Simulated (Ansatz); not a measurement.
**AlN under changes of volume**

One of the cells (8.421 Å³/atom); the others are scaled copies at fixed shape and fractional positions:

```xyz
2
Lattice="0.0000 2.0345 2.0345 2.0345 0.0000 2.0345 2.0345 2.0345 0.0000" Properties=species:S:1:pos:R:3 pbc="T T T"
Al    2.0345    2.0345    2.0345
N     0.0000    0.0000    0.0000
```

Measurements of this composition are mostly on another form, of space group No. 186.

| Property | Result |
| --- | --- |
| Program | Ansatz 0.2.0 |
| Functional | r2SCAN |
| Potentials or basis | Ansatz PAW |
| Cutoff | 500 eV (not typed: the program's choice for these potentials) |
| k mesh | 11 × 11 × 11 |
| Occupations | fermi-dirac, width 0.05 eV |
| Spin | no spin polarisation |

```tsv
volume (Å³/atom)	energy over the lowest point (meV/atom)	pressure (GPa)	gap on the mesh (eV)
7.916	10.83	11.5	6.02
8.085	2.17	5.0	5.84
8.253	0.00	-0.8	5.62
8.421	3.69	-6.1	5.42
8.590	12.67	-10.9	5.22
8.758	26.45	-15.2	5.03
8.927	?	?	?
```

Question: What does the run at 8.927 Å³/atom give?

Answer: Energy over the lowest point 44.56 meV/atom; pressure -19.1 GPa; gap on the mesh 4.85 eV.

Worked out: A Birch-Murnaghan fit of order 3 (a polynomial in V^(-2/3)) to the other rows has its minimum at 8.23 Å³/atom with B0 = V·E''(V) = 276 GPa and B' = 3.8. It gives 44.67 meV/atom at 8.927 Å³/atom, against the run's 44.56, and -dE/dV = -19.2 GPa, against -19.1. A parabola through the other rows of the gap, of slope -10.4 eV per unit of ln V there, extrapolates to 4.83 eV, against the run's 4.85.

Energies are extrapolated to zero smearing.

Caveats: odd divisions of the mesh miss points on the zone boundary, where band edges often lie, so the gap on the mesh can be too wide; the PAW data sets come from PBE, with cores solved anew for the run's functional, which leaves a small shift of forces and pressure.

A mesh can miss the band edges.
